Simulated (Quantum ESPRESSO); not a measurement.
Set up this calculation in Quantum ESPRESSO 7.5, as an ASE script.

```yaml
Task: relaxation of cell and atoms
Functional: revPBE
Dispersion: D4
Potentials_or_basis: PseudoDojo 0.4.1 SR PBE standard
Cutoff: 1007 eV
Density_cutoff: 4027 eV
k_mesh: 7 × 7 × 7
Occupations: fermi-dirac, width 0.05 eV
Spin: no spin polarisation
ASE_optimiser: FIRE
Dispersion_computed_by: dftd4 4.3.1 through ASE
Mixing_beta: 0.5
Most_SCF_iterations: 120
SCF_threshold: 2e-10 Ry
```

The structure of K lies in K.cif:

```cif
data_K
_cell_length_a 5.39511703
_cell_length_b 5.39511703
_cell_length_c 5.39511703
_cell_angle_alpha 90.00000000
_cell_angle_beta 90.00000000
_cell_angle_gamma 90.00000000
_space_group_name_H-M_alt 'Im-3m'
_space_group_name_Hall '-I 4 2 3'
_space_group_IT_number 229
loop_
_space_group_symop_operation_xyz
'x,y,z'
'-x,-y,-z'
'-y,x,z'
'y,-x,-z'
'-x,-y,z'
'x,y,-z'
'y,-x,z'
'-y,x,-z'
'x,-y,-z'
'-x,y,z'
'-y,-x,-z'
'y,x,z'
'-x,y,-z'
'x,-y,z'
'y,x,-z'
'-y,-x,z'
'z,x,y'
'-z,-x,-y'
'z,-y,x'
'-z,y,-x'
'z,-x,-y'
'-z,x,y'
'z,y,-x'
'-z,-y,x'
'-z,x,-y'
'z,-x,y'
'-z,-y,-x'
'z,y,x'
'-z,-x,y'
'z,x,-y'
'-z,y,x'
'z,-y,-x'
'y,z,x'
'-y,-z,-x'
'x,z,-y'
'-x,-z,y'
'-y,z,-x'
'y,-z,x'
'-x,z,y'
'x,-z,-y'
'-y,-z,x'
'y,z,-x'
'-x,-z,-y'
'x,z,y'
'y,-z,-x'
'-y,z,x'
'x,-z,y'
'-x,z,-y'
'x+1/2,y+1/2,z+1/2'
'-x+1/2,-y+1/2,-z+1/2'
'-y+1/2,x+1/2,z+1/2'
'y+1/2,-x+1/2,-z+1/2'
'-x+1/2,-y+1/2,z+1/2'
'x+1/2,y+1/2,-z+1/2'
'y+1/2,-x+1/2,z+1/2'
'-y+1/2,x+1/2,-z+1/2'
'x+1/2,-y+1/2,-z+1/2'
'-x+1/2,y+1/2,z+1/2'
'-y+1/2,-x+1/2,-z+1/2'
'y+1/2,x+1/2,z+1/2'
'-x+1/2,y+1/2,-z+1/2'
'x+1/2,-y+1/2,z+1/2'
'y+1/2,x+1/2,-z+1/2'
'-y+1/2,-x+1/2,z+1/2'
'z+1/2,x+1/2,y+1/2'
'-z+1/2,-x+1/2,-y+1/2'
'z+1/2,-y+1/2,x+1/2'
'-z+1/2,y+1/2,-x+1/2'
'z+1/2,-x+1/2,-y+1/2'
'-z+1/2,x+1/2,y+1/2'
'z+1/2,y+1/2,-x+1/2'
'-z+1/2,-y+1/2,x+1/2'
'-z+1/2,x+1/2,-y+1/2'
'z+1/2,-x+1/2,y+1/2'
'-z+1/2,-y+1/2,-x+1/2'
'z+1/2,y+1/2,x+1/2'
'-z+1/2,-x+1/2,y+1/2'
'z+1/2,x+1/2,-y+1/2'
'-z+1/2,y+1/2,x+1/2'
'z+1/2,-y+1/2,-x+1/2'
'y+1/2,z+1/2,x+1/2'
'-y+1/2,-z+1/2,-x+1/2'
'x+1/2,z+1/2,-y+1/2'
'-x+1/2,-z+1/2,y+1/2'
'-y+1/2,z+1/2,-x+1/2'
'y+1/2,-z+1/2,x+1/2'
'-x+1/2,z+1/2,y+1/2'
'x+1/2,-z+1/2,-y+1/2'
'-y+1/2,-z+1/2,x+1/2'
'y+1/2,z+1/2,-x+1/2'
'-x+1/2,-z+1/2,-y+1/2'
'x+1/2,z+1/2,y+1/2'
'y+1/2,-z+1/2,-x+1/2'
'-y+1/2,z+1/2,x+1/2'
'x+1/2,-z+1/2,y+1/2'
'-x+1/2,z+1/2,-y+1/2'
loop_
_atom_site_label
_atom_site_type_symbol
_atom_site_symmetry_multiplicity
_atom_site_Wyckoff_symbol
_atom_site_fract_x
_atom_site_fract_y
_atom_site_fract_z
_atom_site_occupancy
K1 K 2 a 0.0000000000 0.0000000000 0.0000000000 1
```

The input as run:

run.py

```python
import numpy as np
from ase.calculators.espresso import Espresso, EspressoProfile
import spglib
from ase import Atoms
from ase.io import read

atoms = read('K.cif')
cell, pos, num = spglib.standardize_cell((atoms.cell[:], atoms.get_scaled_positions(), atoms.numbers), to_primitive=True, symprec=1e-4)
atoms = Atoms(numbers=num, cell=cell, scaled_positions=pos, pbc=True)

input_data = {
    'control': {'calculation': 'scf', 'prefix': 'pwscf', 'outdir': './tmp', 'tprnfor': True, 'tstress': True, 'disk_io': 'low'},
    'system': {'ecutwfc': 74.0, 'nbnd': 10, 'input_dft': 'revpbe', 'occupations': 'smearing', 'smearing': 'fd', 'degauss': 0.00367493},
    'electrons': {'conv_thr': 2e-10, 'electron_maxstep': 120, 'mixing_beta': 0.5},
}
pseudopotentials = {'K': 'K.upf'}
profile = EspressoProfile(command='pw.x', pseudo_dir='pseudo')
dft = Espresso(profile=profile, input_data=input_data, pseudopotentials=pseudopotentials, kpts=(7, 7, 7), koffset=(0, 0, 0))
from ase.calculators.mixing import SumCalculator
from dftd4.ase import DFTD4
d4 = DFTD4(method='revpbe')
atoms.calc = SumCalculator([dft, d4])

from ase.optimize import FIRE
from ase.filters import FrechetCellFilter
done = FIRE(FrechetCellFilter(atoms), trajectory='opt.traj').run(fmax=0.02, steps=30)
print('converged', done)
print('cell (A)', np.round(atoms.cell.cellpar(), 5))
print(f'energy {atoms.get_potential_energy():.8f} eV')
print('forces (eV/A)')
print(np.round(atoms.get_forces(), 6))
print('stress (eV/A^3, Voigt)')
print(np.round(atoms.get_stress(), 8))
print(f'Fermi level {dft.get_fermi_level():.4f} eV')
print(f'D4 part {d4.get_potential_energy(atoms):.8f} eV')
atoms.write('final.traj')
```

Potentials or basis: PseudoDojo 0.4.1 SR PBE standard.

The run is started by

```bash
$ OMP_NUM_THREADS=1 python run.py
```

Results of the run:

```yaml
Relaxed_volume: 75.77 Å³/atom
Relaxed_cell: a = 4.617 Å, b = 4.617 Å, c = 4.617 Å, α = 109.47°, β = 109.47°, γ = 109.47°
Space_group_after_relaxing_to_0.05_Å: Im-3m (No. 229)
Energy_gained_by_relaxing: 1.3 meV/atom
Ionic_steps: 7
Pressure_after_relaxing: 0.0 GPa
Band_gap_on_the_k_mesh: none (metal or under the smearing width)
Dispersion_energy_per_atom: -0.086 eV
```

Caveat: the potentials were made for another functional, which shifts forces and pressure; pairwise dispersion overbinds metals, which lowers pressure and volume.

It took 64 s on 1 thread of AMD EPYC 9B14 (Zen 4) (shared host), peak memory 0.09 GiB.
